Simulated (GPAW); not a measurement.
Input of a GPAW 26.7.0 run:

run.py

```python
from ase import Atoms
from ase.filters import FrechetCellFilter
from ase.io import write
from ase.optimize import BFGS
from ase.units import GPa
from gpaw import GPAW, PW, setup_paths

setup_paths.insert(0, '.')

atoms = Atoms(['Ti', 'O'],
              cell=[[3.031, 0.0, 0.0],
                    [-1.5155, 2.6249229989, 0.0],
                    [0.0, 0.0, 3.2377]],
              scaled_positions=[[0.6666666667, 0.3333333333, 0.0],
                                [0.0, 0.0, 0.5]],
              pbc=True)

calc = GPAW(mode=PW(800),
            xc='PBEsol',
            kpts={'size': (7, 7, 6), 'gamma': True},
            occupations={'name': 'fermi-dirac', 'width': 0.05},
            nbands=19,
            convergence={'density': 1e-05, 'forces': 0.0001},
            maxiter=150,
            txt='gpaw.txt')
atoms.calc = calc
opt = BFGS(FrechetCellFilter(atoms, scalar_pressure=5 * GPa), trajectory='relax.traj', logfile='-')
done = opt.run(fmax=0.02, steps=60)
calc.write('gs.gpw')
write('result.traj', atoms)
print('Converged:', done)
print('Cell:', atoms.cell.cellpar().round(4))
print('Volume:', round(atoms.get_volume(), 4))
print(atoms.get_scaled_positions().round(5))
```

Potentials or basis: PAW data sets generated in the run's folder for this functional, pw.

Command:

```sh
$ gpaw-setup -f PBEsol O Ti
$ OMP_NUM_THREADS=1 python run.py
```

**Question.** Predict the band gap on the k mesh.

**Answer.** None (metal or under the smearing width).

**Question.** Estimate the relaxed cell.

**Answer.** a = 2.775 Å, b = 2.775 Å, c = 2.787 Å, α = 90.00°, β = 90.00°, γ = 120.00°.

**Question.** Estimate the relaxed volume.

**Answer.** 9.29 Å³/atom.

Final structure:
```cif
data_structure
_symmetry_space_group_name_H-M 'P 1'
_symmetry_Int_Tables_number 1
_cell_length_a 2.7748
_cell_length_b 2.7748
_cell_length_c 2.7871
_cell_angle_alpha 90.000
_cell_angle_beta 90.000
_cell_angle_gamma 120.000
_cell_volume 18.59
loop_
_atom_site_label
_atom_site_type_symbol
_atom_site_fract_x
_atom_site_fract_y
_atom_site_fract_z
_atom_site_occupancy
Ti1 Ti 0.66667 0.33333 0.00000 1
O1 O 0.00000 0.00000 0.50000 1
```

Caveat: later steps reuse the first step's grids; the volume moved by over 15 % at a fixed basis, so the end points are rough; semilocal functionals often make such compounds metallic where correlation or magnetic order opens a gap, which also shifts bond lengths.
